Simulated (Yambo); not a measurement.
Here is a Yambo 5.3.0 calculation.

The input bse3.in:

```
optics
bse
bss
rim_cut
RandQpts= 1000000
RandGvec= 50 RL
BSKmod= "HARTREE"
BSEmod= "retarded"
BSSmod= "d"
% BSEQptR
 1 | 1 |
%
% BSEBands
 21 | 25 |
%
BSENGexx= 10 Ry
% BEnRange
 0 | 15 | eV
%
% BDmRange
 0.1 | 0.1 | eV
%
BEnSteps= 300
% BLongDir
 1 | 1 | 1 |
%
BSEprop= "abs"
WRbsWF
% KfnQP_E
 1.56 | 1.0 | 1.0 |
%
```

The input scf.in:

```
&CONTROL
  calculation = 'scf'
  prefix = 'pwscf'
  outdir = './tmp'
  pseudo_dir = './pseudo'
/
&SYSTEM
  ibrav = 0
  nat = 3
  ntyp = 2
  ecutwfc = 86
  nbnd = 31
  occupations = 'smearing'
  smearing = 'fd'
  degauss = 0.00367493
  force_symmorphic = .true.
/
&ELECTRONS
  conv_thr = 6d-10
  electron_maxstep = 120
  mixing_beta = 0.5
/
ATOMIC_SPECIES
Zr    91.2240 Zr.upf
Se    78.9710 Se.upf
CELL_PARAMETERS angstrom
   3.7980000000    0.0000000000    0.0000000000
  -1.8990000000    3.2891644836    0.0000000000
   0.0000000000    0.0000000000    6.1920000000
ATOMIC_POSITIONS angstrom
Zr     0.0000000000    0.0000000000    0.0000000000
Se     1.8990000002    1.0963881611    4.6440000000
Se    -0.0000000002    2.1927763225    1.5480000000
K_POINTS automatic
12 12 6 0 0 0
```

File nscf.in:

```
&CONTROL
  calculation = 'nscf'
  prefix = 'pwscf'
  outdir = './tmp'
  pseudo_dir = './pseudo'
/
&SYSTEM
  ibrav = 0
  nat = 3
  ntyp = 2
  ecutwfc = 86
  nbnd = 62
  occupations = 'fixed'
  force_symmorphic = .true.
/
&ELECTRONS
  conv_thr = 1d-08
  diago_full_acc = .true.
  diago_thr_init = 1d-06
/
ATOMIC_SPECIES
Zr    91.2240 Zr.upf
Se    78.9710 Se.upf
CELL_PARAMETERS angstrom
   3.7980000000    0.0000000000    0.0000000000
  -1.8990000000    3.2891644836    0.0000000000
   0.0000000000    0.0000000000    6.1920000000
ATOMIC_POSITIONS angstrom
Zr     0.0000000000    0.0000000000    0.0000000000
Se     1.8990000002    1.0963881611    4.6440000000
Se    -0.0000000002    2.1927763225    1.5480000000
K_POINTS automatic
6 6 4 0 0 0
```

Potentials or basis: PseudoDojo 0.4.1 SR PBE standard.

The run is started by

```sh
$ OMP_NUM_THREADS=1 pw.x -in scf.in > scf.out
$ OMP_NUM_THREADS=1 pw.x -in nscf.in > nscf.out
$ cd tmp/pwscf.save; p2y; mv SAVE ../..; cd ../..
$ OMP_NUM_THREADS=1 yambo
$ mkdir -p bse3; ln -s $PWD/g0w00/ndb.RIM bse3/
$ OMP_NUM_THREADS=1 yambo -F bse3.in -J bse3 -C bse3_out
$ OMP_NUM_THREADS=1 ypp -J bse3 -C bse3_out -e s -b 1
```

Problem. What does it give for the lowest exciton energy?

Solution. 2.61 eV.

Problem. Estimate the lowest bright exciton energy.

Solution. 2.61 eV.

Problem. What does it give for the band gap on the k mesh, mean-field level?

Solution. 0.37 eV, indirect (least direct gap 1.05 eV).

Excitons:
```
energy (eV)  strength (relative to the strongest)
      2.609                                0.0017
      2.609                                0.0013
      2.670                                 0.024
      2.670                                  0.09
      2.738                               6.3e-14
      2.738                               2.7e-14
      2.738                               3.2e-15
      2.738                               2.1e-14
      2.740                               3.6e-06
      2.742                                0.0017
      2.743                                  0.24
      2.743                                  0.22
```

Caveat: the scissor is the correction of the direct gap in an earlier G0W0 run on the same states; spectra need much finer meshes, so this one isn't converged.

**Experimental background.**

From “Stress-Tuned Optical Transitions in Layered 1T-MX2 (M= Hf, Zr, Sn; X= S, Se) Crystals”, 2022, arxiv:2210.12074, for a bulk crystal of ZrSe2: band gap 1.2 eV (indirect).

Against the measured gap of ZrSe2, 1.2 eV (indirect; quoted in “Stress-Tuned Optical Transitions in Layered 1T-MX2 (M= Hf, Zr, Sn; X= S, Se) Crystals”, 2022, arxiv:2210.12074), the calculated 0.37 eV is off by -0.83 eV. Spin-orbit coupling on Se, Zr is left out. The value is that of PBE on a finite k mesh, which can miss the band edges, without temperature or zero-point motion. Semilocal functionals fall short of measured gaps as a rule.
